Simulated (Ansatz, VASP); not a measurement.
## Te: VASP beside Ansatz

```
Te
1.0
     2.23167    1.28846    1.81475
    -2.23167    1.28846    1.81475
     0.00000   -2.57691    1.81475
Te
1
Cartesian
  0.0000 0.0000 2.7221
```

Alike in both runs: functional r2SCAN; k mesh 11 × 11 × 11; occupations gaussian, width 0.1 eV; no spin polarisation.

Ansatz relaxed the structure, and its values are those at the end. VASP's run is a single point on that final structure, the one shown.

|  | VASP | Ansatz |
| --- | --- | --- |
| version | VASP 6.6.1 | Ansatz 0.2.0 |
| potentials or method | VASP PAW PBE potentials, release 64 (Te) | plane waves, PAW |
| plane-wave cutoff (eV) | 520 | 500 |
| valence electrons in the cell | 6 | 16 |

```tsv
	VASP	Ansatz	Ansatz less VASP
pressure (GPa)	2.0	2.0	+0.03
```

With one functional, cell and mesh, what is left measures potentials, basis and numerics. The two sets of potentials don't hold the same shells in valence.

Caveats: the PAW data sets were made with another functional, which shifts forces and pressure a little (VASP). Spin-orbit coupling is left out, which matters for the levels of Te.
